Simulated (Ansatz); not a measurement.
# Ta2NOS MXene monolayer in a perpendicular field, part 2 of 2

Aim: how the Ta2NOS MXene monolayer screens a field along its normal, and what the field does to its bands. A positive field points along +c.

Ansatz 0.2.0; plane-wave DFT, PBE-D3(BJ), Ansatz PAW.

So far. Step 2 (Relaxing the slab): The lattice constant a goes from 3.155 to 3.191 Å.

## (3) Atoms held, field 0

A sawtooth potential applies the field, turning back in the middle of the vacuum. With the dipole correction the typed value is the field outside the slab. The induced dipole is small, so the SCF threshold is tight.

The cell differs from the one that the last finished run ended in (c 42.033 → 23.022 Å).

Contents of input.yaml:

```yaml
crystal:
  lattice:
    - [3.1912918815, 0.0, 0.0]
    - [-1.5956459408, 2.7637398403, 0.0]
    - [0.0, 0.0, 23.0220356602]
  atoms:
    - { symbol: S, position: [0.3333333333, 0.6666666667, 0.3909298089] }
    - { symbol: Ta, position: [0.6666666667, 0.3333333333, 0.4613756092] }
    - { symbol: "N", position: [0.0, 0.0, 0.5151881943] }
    - { symbol: Ta, position: [0.3333333333, 0.6666666667, 0.5634454122] }
    - { symbol: O, position: [0.6666666667, 0.3333333333, 0.6090701911] }
kpoints:
  mp_grid: { grid: [18, 18, 1] }
  band_path:
    path: [[0, 0, 0], [0.5, 0, 0], [0.33333333, 0.33333333, 0], [0, 0, 0]]
    npoints: 16
hamiltonian:
  xc: pbe
  dispersion: d3bj
scf:
  occupations: { method: fermi_dirac, width: 0.02585 }
  convergence: { dr2_threshold: 1.0e-10 }
efield:
  axis: 3
  dipole_correction: true
  ramp_position: 0.97
  ramp_width: 0.06
  amplitude: 0
output:
  dos: { projected: true, e_range: [-6, 5] }
  write_potential: true
  write_density: true
  volumetric_format: npy
  elf: true
```

Started as:

```bash
> ansatz run input.yaml --threads 2 --pin off --max-ram 3072MiB --backend cpu --events-out ev --progress --plain --runs-dir out
```

Numbers of over 12 decimals in the logs are rounded to 6 here.

Log:

```text
[...]
Crystal: 5 atoms, lattice volume = 203.052 Å³
Basis set: ecut = 420 eV, 4013 PW (Γ)
Bands: 27, of which v1, the nominal top of the filled ones, is band 22 counted from 1 (21 counted from 0)
Symmetry: 6 space group operations
[...]
k-points: 37 of 324 (time reversal used)
[...]
SCF iter   1: F=—  HF=-21724.009911 eV  |F-HF|=—  |Δ(HF+E_count)|=         —  Δρ=3.50e-3  dr2=4.68e-2  ethr=1.77e-3  p=0.001 e·Å  D=5.95e-4 V/Å  ΔV_dip=-0.01 eV  dr2_dipole=2.55e-6  V_vac-E_F(+/−)=5.33/5.35 eV  ⟨swp⟩=10.1  Hψ=6146  notcnv=0
efield: sawtooth ramp at fractional position 0.9700 (set: `efield.ramp_position`, or a place that a band, a saddle search or an elastic batch's reference lends), width 0.0600; the density the first Hamiltonian is built on has a dipole p = 0.001 e·Å; the dipole correction subtracts the counter field D = 5.95e-4 V/Å, which shifts the + side's vacuum level by -0.01 eV against the − side's; the planar-averaged density in the ramp window peaks in size at 9.8e-6 e/Å³
[...]
SCF iter   2: F=—  HF=-21724.024551 eV  |F-HF|=—  |Δ(HF+E_count)|=   1.46e-2  Δρ=3.25e-3  dr2=1.33e-1  ethr=1.09e-4  p=-0.007 e·Å  D=-5.95e-3 V/Å  ΔV_dip=0.14 eV  dr2_dipole=2.66e-4  V_vac-E_F(+/−)=4.86/4.73 eV  ⟨swp⟩=4.8  Hψ=2867  notcnv=0  defer=26
[...]
SCF iter  10: F=-21724.006062 eV  HF=-21724.006062 eV  |F-HF|=1.67e-10  |Δ(HF+E_count)|=   2.31e-9  Δρ=2.53e-7  dr2=8.10e-11  ethr=1.00e-12  p=0.001 e·Å  D=9.95e-4 V/Å  ΔV_dip=-0.02 eV  dr2_dipole=7.59e-12  V_vac-E_F(+/−)=5.05/5.07 eV  ⟨swp⟩=7.5  Hψ=4282  notcnv=0
SCF 1 converged in 10 iterations: F = -21724.006062 eV  dr2 = 8.10e-11
[...]
NSCF: frozen V_eff on 49 k-points
efield: sawtooth ramp at fractional position 0.9700 (kept from the solve that this one continues, or follows in the run), width 0.0600; the density the first Hamiltonian is built on has a dipole p = 0.001 e·Å; the dipole correction subtracts the counter field D = 9.95e-4 V/Å, which shifts the + side's vacuum level by -0.02 eV against the − side's; the planar-averaged density in the ramp window peaks in size at 3.6e-6 e/Å³
WARN: The output density's exchange-correlation potential varies sharply where the density is thin. Do not read a vacuum level from v_tot or v_xc, or from such a field of the output density. On a cell that repeats whose density bears no net charge and no dipole along the vacuum's axis use v_es (v_loc + v_h of the components); under efield.dipole_correction with no amplitude use v_es + v_field, which holds any externa [...]
SCF converged after 10 iterations
Free energy (F): -21724.006062 eV
[...]
Internal energy: -21724.004545 eV  (E = F + TS)
E sigma→0 (E₀):  -21724.005303 eV
Entropy (-TS):   -0.001517 eV (-0.303 meV/atom)
Fermi energy:    1.540609 eV
Dipole field:    D = 0.000998 V/Å  (p = 0.001120 e·Å, saw-weighted, corrected)
Work function:   Φ+ = 5.0508 eV   Φ− = 5.0739 eV
Levels:          The Fermi level and band energies are counted from a zero that moves with the ramp; work functions are not
[...]
--- Band table (eV; the first three rows and the last of 37) ---
  k-point 0: bands = [... 18 lower, -0.1250, -0.1250, 0.3832, 0.3832, 0.9094, 2.4945, 2.9522, 2.9522, ... 1 higher]
  k-point 1: bands = [... 18 lower, -0.4495, -0.3064, 0.4427, 0.6181, 1.0279, 2.5244, 2.9880, 3.0338, ... 1 higher]
  k-point 2: bands = [... 18 lower, -0.8567, -0.5351, 0.2408, 0.9899, 1.3378, 2.6296, 3.1261, 3.2179, ... 1 higher]
  k-point 36: bands = [... 18 lower, -2.8784, -2.3384, 1.1064, 1.8295, 2.0853, 3.7708, 4.1257, 4.4674, ... 1 higher]
```

Run time: 10 s. Hardware: 2 threads of Intel Xeon Platinum 8559C (Emerald Rapids), shared host; peak memory 0.62 GiB; 20 s of CPU time.

Numbers from this step:

- energy at zero smearing: -21724.0053 eV
- work function, upper face: 5.051 eV
- work function, lower face: 5.074 eV
- dipole along the normal: 0.001120 e·Å
- step between the vacuum levels: -0.02302 eV

Running mean over a fixed 2.7 Å (it still follows the layers) of the planar mean; the ramp of the sawtooth is left out. The electron's electrostatic potential energy less the Fermi level by z:

| z (Å) | electron's electrostatic potential energy less the Fermi level (eV) |
| --- | --- |
| 3.5 | 5.07 |
| 4.0 | 5.07 |
| 4.5 | 5.07 |
| 5.0 | 5.07 |
| 5.5 | 5.07 |
| 6.0 | 5.04 |
| 6.5 | 4.91 |
| 7.0 | 4.28 |
| 7.5 | 2.37 |
| 8.0 | -0.0524 |
| 8.5 | -2.29 |
| 9.0 | -5.36 |
| 9.5 | -9.31 |
| 10.0 | -11.3 |
| 10.5 | -11.9 |
| 11.0 | -12.7 |
| 11.5 | -14.1 |
| 12.0 | -14.4 |
| 12.5 | -13.8 |
| 13.0 | -13.1 |
| 13.5 | -10.7 |
| 14.0 | -7.42 |
| 14.5 | -3.11 |
| 15.0 | 0.626 |
| 15.5 | 3.38 |
| 16.0 | 4.76 |
| 16.5 | 5.00 |
| 17.0 | 5.04 |
| 17.5 | 5.05 |
| 18.0 | 5.05 |
| 18.5 | 5.05 |
| 19.0 | 5.05 |
| 19.5 | 5.05 |
| 20.0 | 5.05 |

The density of states has structure finer than the step of the table below, so its rows give means over 0.25 eV, whole bins alone (the curve runs from -6 to 1.99 eV). Peaks (eV: height): -5.500: 6.84, -5.170: 9.34, -4.760: 9.89, -3.520: 5.36, 1.030: 5.42, 1.310: 5.79, 1.690: 7.64.

The density of states by energy, zero at the Fermi level; means over each step:

```csv
energy (eV),density of states (states/eV a cell)
-5.75,0.555
-5.50,4.51
-5.25,5.42
-5.00,4.75
-4.75,5.19
-4.50,2.15
-4.25,2.25
-4.00,1.40
-3.75,2.41
-3.50,3.47
-3.25,1.64
-3.00,1.69
-2.75,1.83
-2.50,1.97
-2.25,1.86
-2.00,1.49
-1.75,1.35
-1.50,1.40
-1.25,1.69
-1.00,1.19
-0.75,1.15
-0.50,1.42
-0.25,1.19
0.00,1.24
0.25,1.43
0.50,1.25
0.75,1.44
1.00,2.77
1.25,4.01
1.50,3.97
1.75,4.55
```

Projected DOS per atom over height of the atomic layer and energy from the Fermi level. Layers: S Ta N Ta O from below.

Ten even steps from '0' (0.04 states/eV) to '9' (3.62 states/eV), each cell a mean:
```
02050
03060
02040
01010
01010
01010
01010
00010
01010
01010
01000
11000
21000
21000
30000
41001
10000
11002
21105
11119
42002
00000
```
Columns: height of the atomic layer (Å) from 9 to 14.0 (not evenly spaced); rows upwards: energy from the Fermi level (eV) from -5.96 to 1.96.

The electronic bands at the labelled points (eV, zero at the Fermi level):

```csv
point,band 18,band 19,band 20,band 21,band 22,band 23,band 24,band 25
Γ,-3.47,-1.67,-1.67,-1.16,-1.16,-0.63,0.95,1.41
halfway,-4.41,-3.25,-2.33,-2.04,0.33,0.52,1.24,2.41
M,-4.97,-3.51,-2.50,-2.44,0.97,1.55,1.75,3.11
halfway,-4.72,-4.11,-3.35,-1.44,0.91,1.23,1.71,2.89
K,-4.87,-4.42,-3.88,-0.43,0.29,0.54,2.23,2.59
halfway,-4.26,-3.63,-2.86,-1.05,-0.81,1.40,1.83,2.00
Γ,-3.47,-1.67,-1.67,-1.16,-1.16,-0.63,0.95,1.41
```

Electrostatic potential energy in the ca plane at fractional y = 0.333, with atoms of Ta and O within 0.2 Å of it. With pseudopotentials it is smooth inside the atoms' cores, unlike the true potential.

Values in eV, 5 rows by 16 columns, each cell a mean:
```
  7   7   7   7   7   6   5   1 -25 -25  -2  -4 -13   6   7   7
  7   7   7   7   7   6   6   0 -37 -38  -2  -6 -40   3   7   7
  7   7   7   7   7   6   5   1 -25 -26  -2  -4 -14   6   7   7
  7   7   7   7   7   6   3  -3  -3  -4  -5 -14   0   6   7   7
  7   7   7   7   7   6   3  -3  -3  -3  -5 -14   0   6   7   7
```
Columns run along c (16.0 Å, from fractional 0.08 to 0.77 of the cell; values clipped at the 3rd and 97th percentile), rows up along a (3.2 Å). Atoms in or near the plane, at fractional coordinates: Ta at (0.46, 0.67), O at (0.61, 0.67).

Valence density in the ca plane at fractional y = 0.333, with atoms of Ta and O within 0.2 Å of it. It is the smooth field of the valence electrons, not physical close to the nuclei.

Values in e/Å³, 5 rows by 16 columns, each cell a mean:
```
0.0 0.0 0.0 0.0 0.0 0.1 0.5 2.4 0.8 0.3 1.1 1.0 0.0 0.0 0.0 0.0
0.0 0.0 0.0 0.0 0.0 0.1 0.8 4.1 1.6 0.2 2.9 3.3 0.1 0.0 0.0 0.0
0.0 0.0 0.0 0.0 0.0 0.1 0.5 2.5 0.8 0.3 1.1 1.1 0.0 0.0 0.0 0.0
0.0 0.0 0.0 0.0 0.0 0.3 0.5 0.3 0.4 0.6 0.4 0.1 0.0 0.0 0.0 0.0
0.0 0.0 0.0 0.0 0.0 0.3 0.4 0.3 0.4 0.6 0.4 0.1 0.0 0.0 0.0 0.0
```
Columns run along c (16.0 Å, from fractional 0.14 to 0.84 of the cell), rows up along a (3.2 Å). Atoms in or near the plane, at fractional coordinates: Ta at (0.46, 0.67), O at (0.61, 0.67).

ELF in the ca plane at fractional y = 0.333, with atoms of Ta and O within 0.2 Å of it. It is the smooth field of the valence electrons, not physical close to the nuclei.

Ten even steps from '0' (0.00) to '9' (0.83), each cell a mean:
```
00000000000000001245652466323211489863100000
00000000000000000011224867722214888996200000
00000000000000000001116714832225965996310000
00000000000000000012324777622214899985200000
00000000000000001356653355223211378753100000
00000000000000024789986322355322222210000000
00000000000000025899987423565324210000000000
00000000000000014688985212355322123310000000
```
Columns run along c (16.0 Å, from fractional 0.08 to 0.77 of the cell), rows up along a (3.2 Å). Atoms in or near the plane, at fractional coordinates: Ta at (0.46, 0.67), O at (0.61, 0.67).

The work function of the upper face is 5.05 eV.

## (4) Single point, field 0.1 V/Å

input.yaml: that of step 3 with these lines changed.

```diff
@@ -27,5 +27,4 @@
   ramp_width: 0.06
-  amplitude: 0
+  amplitude: 0.1
 output:
-  dos: { projected: true, e_range: [-6, 5] }
   write_potential: true
@@ -33,2 +32 @@
   volumetric_format: npy
-  elf: true
```

Log:

```text
[...]
Crystal: 5 atoms, lattice volume = 203.052 Å³
Basis set: ecut = 420 eV, 4013 PW (Γ)
Bands: 27, of which v1, the nominal top of the filled ones, is band 22 counted from 1 (21 counted from 0)
Symmetry: 6 space group operations
[...]
k-points: 37 of 324 (time reversal used)
[...]
k-point 0: bands = [... 18 lower, -0.1450, -0.1450, 0.3642, 0.3642, 0.8883, 2.4756, 2.9348, 2.9348, ... 1 higher]
  k-point 1: bands = [... 18 lower, -0.4708, -0.3271, 0.4237, 0.5996, 1.0078, 2.5044, 2.9706, 3.0177, ... 1 higher]
  k-point 2: bands = [... 18 lower, -0.8798, -0.5569, 0.2217, 0.9721, 1.3189, 2.6082, 3.1086, 3.2040, ... 1 higher]
  k-point 36: bands = [... 18 lower, -2.9045, -2.3685, 1.0886, 1.8116, 2.0700, 3.7540, 4.1051, 4.4506, ... 1 higher]
[key lines of the parts left out:]
SCF converged after 13 iterations
Free energy (F): -21724.007753 eV
Fermi energy:    1.522797 eV
Dipole field:    D = 0.029156 V/Å  (p = 0.032717 e·Å, saw-weighted, corrected)
```

Wall time 11 s (2 threads); peak memory 0.59 GiB; 22 s of CPU time.

The dipole is 0.0327 e·Å, 0.0316 e·Å from its value without field.

## (5) Single point, field -0.1 V/Å

input.yaml: that of step 4 with these lines changed.

```diff
@@ -27,3 +27,3 @@
   ramp_width: 0.06
-  amplitude: 0.1
+  amplitude: -0.1
 output:
```

Log:

```text
[...]
Crystal: 5 atoms, lattice volume = 203.052 Å³
Basis set: ecut = 420 eV, 4013 PW (Γ)
Bands: 27, of which v1, the nominal top of the filled ones, is band 22 counted from 1 (21 counted from 0)
Symmetry: 6 space group operations
[...]
k-points: 37 of 324 (time reversal used)
[...]
k-point 0: bands = [... 18 lower, -0.1057, -0.1057, 0.4016, 0.4016, 0.9298, 2.5127, 2.9690, 2.9690, ... 1 higher]
  k-point 1: bands = [... 18 lower, -0.4288, -0.2863, 0.4610, 0.6360, 1.0473, 2.5436, 3.0048, 3.0493, ... 1 higher]
  k-point 2: bands = [... 18 lower, -0.8342, -0.5139, 0.2593, 1.0071, 1.3561, 2.6503, 3.1429, 3.2311, ... 1 higher]
  k-point 36: bands = [... 18 lower, -2.8529, -2.3089, 1.1237, 1.8467, 2.0999, 3.7869, 4.1457, 4.4835, ... 1 higher]
[key lines of the parts left out:]
SCF converged after 13 iterations
Free energy (F): -21724.007529 eV
Fermi energy:    1.557779 eV
Dipole field:    D = -0.027150 V/Å  (p = -0.030466 e·Å, saw-weighted, corrected)
```

Elapsed: 11 s, on 2 threads; peak memory 0.6 GiB; 22 s of CPU time.

The dipole is -0.0305 e·Å, -0.0316 e·Å from its value without field.

## (6) Response, atoms held

This step: plane-wave DFT, PBE-D3(BJ), Ansatz PAW; response to a field along the normal, atoms held (Ansatz 0.2.0).

The dipoles give the slope, and the difference of two potentials shows where the field is screened.

This step gave:

```yaml
equivalent_conductor_thickness_p_eps_0ae: 6.481 Å
distance_between_the_outer_atoms: 5.022 Å
```

Table of dipole of the cell by applied field:

```csv
applied field (V/Å),dipole of the cell (e·Å)
-0.1000,-0.0305
0.0000,0.00112
0.1000,0.0327
```

Local field over the applied field, running mean. From the potentials at -0.1 and 0.1 V/Å; running mean over 2.5 Å. The local field over applied field by z:

z (Å), local field over applied field and a bar:
```
      4.5      0.999 ##############################
      5.0      0.997 ##############################
      5.5      0.991 ##############################
      6.0      0.974 #############################
      6.5      0.927 ############################
      7.0      0.827 #########################
      7.5      0.671 ####################
      8.0      0.494 ###############
      8.5      0.314 #########
      9.0      0.168 #####
      9.5      0.081 ##
     10.0      0.040 #
     10.5      0.021 
     11.0      0.019 
     11.5      0.020 
     12.0      0.023 
     12.5      0.041 #
     13.0      0.091 ##
     13.5      0.181 #####
     14.0      0.319 #########
     14.5      0.486 ##############
     15.0      0.661 ####################
     15.5      0.811 ########################
     16.0      0.920 ############################
     16.5      0.973 #############################
     17.0      0.992 ##############################
     17.5      0.998 ##############################
     18.0      0.999 ##############################
     18.5      1.000 ##############################
```

Electrons, planar mean, per unit field. Induced electron density against z:

| z (Å) | induced electron density (e/Å³ per V/Å) |
| --- | --- |
| 4.5 | 3.6e-6 |
| 5.0 | 1.2e-5 |
| 5.5 | 3.8e-5 |
| 6.0 | 1.2e-4 |
| 6.5 | 3.5e-4 |
| 7.0 | 9.5e-4 |
| 7.5 | 0.00229 |
| 8.0 | 0.00370 |
| 8.5 | 0.00227 |
| 9.0 | 9.0e-4 |
| 9.5 | 4.3e-4 |
| 10.0 | -8.1e-4 |
| 10.5 | 6.1e-4 |
| 11.0 | 2.9e-4 |
| 11.5 | 1.3e-4 |
| 12.0 | -3.9e-4 |
| 12.5 | -3.8e-4 |
| 13.0 | -2.4e-4 |
| 13.5 | -6.6e-4 |
| 14.0 | -0.00190 |
| 14.5 | -0.00329 |
| 15.0 | -0.00272 |
| 15.5 | -0.00111 |
| 16.0 | -3.7e-4 |
| 16.5 | -1.1e-4 |
| 17.0 | -3.1e-5 |
| 17.5 | -8.7e-6 |
| 18.0 | -2.4e-6 |
| 18.5 | -6.6e-7 |

By hand: between -0.1 and 0.1 V/Å the dipole changes by 0.06318 e·Å, a slope of 0.3159 e·Å²/V. A perfect conductor of thickness t has p = ε₀AEt, so t = 180.95 × 0.3159 / 8.820 = 6.48 Å (e/ε₀ = 180.95 V·Å, A in Å²).

The induced dipole is that of a conductor 6.48 Å thick.

## (7) Results

```json
{
  "gap without field": "none",
  "work function, upper face": "5.05 eV",
  "step between the vacuum levels": "-0.0230 eV",
  "equivalent conductor thickness, atoms held": "6.48 Å"
}
```

What this shows: The induced dipole equals that of a perfect conductor 6.48 Å thick, while the outer atoms lie 5.02 Å apart. The two faces differ: the vacuum level above lies 0.02 eV lower than the one below. There is no gap over 0.03 eV, with or without the field. The first relaxation ran with spin and lost its moment, and the later runs have none; other magnetic states were not tried. Spin-orbit coupling is left out, which matters for the bands of elements this heavy. The MXene's terminations sit over the metal atoms of its far layer; the site over carbon or nitrogen, which some compounds prefer, was not run.

[Logs are printed without paths, hosts, clocks, repeated set-up lines and the standing remarks that a program may print on its own settings, such as how far it seeks lower states.]

[Hosts, paths, dates, database ids (printed as entryN), source tags and the programs' standing remarks are cut or masked in the printed files.]

[Maps of the electrostatic potential energy from Ansatz leave out the sawtooth potential of an applied field or a dipole correction, so their vacuum need not be flat; planar profiles and work functions include it.]

[The density of states shown here was stored with 400 of the rows of the run's finer table, so its peaks can read low, often by over a quarter, or be missed, and its means over a window can be off by a tenth or more.]
